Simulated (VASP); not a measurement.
# Co under changes of volume

One of the cells (10.902 Å³/atom); the others are scaled copies at fixed shape and fractional positions:

```
Co
1.0
     2.48692    0.00000    0.00000
    -1.24346    2.15374    0.00000
     0.00000    0.00000    8.14180
Co
4
Direct
  0.66667 0.33333 0.75000
  0.00000 0.00000 0.50000
  0.33333 0.66667 0.25000
  0.00000 0.00000 0.00000
```

| Quantity | Value |
| --- | --- |
| Program | VASP 6.6.1 |
| Functional | PBEsol |
| Potentials or basis | VASP PAW PBE potentials, release 64 (Co) |
| Cutoff | 520 eV |
| k mesh | 12 × 12 × 4 |
| Occupations | fermi-dirac, width 0.05 eV |
| Spin | collinear spin, ferromagnetic start |
| Starting moments | [2.0, 2.0, 2.0, 2.0] μB |

```tsv
volume (Å³/atom)	energy over the lowest point (meV/atom)	pressure (GPa)	moment (μB per cell)
10.047	6.49	7.7	6.20
10.261	0.00	2.4	6.32
10.475	0.02	-2.3	6.45
10.902	17.10	-10.4	6.63
11.116	?	?	?
11.330	53.95	-17.0	6.75
```

Q: What does the run at 11.116 Å³/atom give?

A: Energy over the lowest point 33.33 meV/atom; pressure -13.9 GPa; moment 6.69 μB per cell.

Worked out: A Birch-Murnaghan fit of order 3 (a polynomial in V^(-2/3)) to the other rows has its minimum at 10.37 Å³/atom with B0 = V·E''(V) = 224 GPa and B' = 3.4 at fixed shape and positions, which overstates the stiffness. It gives 33.28 meV/atom at 11.116 Å³/atom, against the run's 33.33, and -dE/dV = -13.8 GPa, against -13.9. A parabola through the other rows of the moment, of slope 0.283 μB per Å³/atom there, gives 6.70 μB, against the run's 6.69.

Energies are extrapolated to zero smearing.

Caveats: the PAW data sets were made with another functional, which shifts forces and pressure a little.
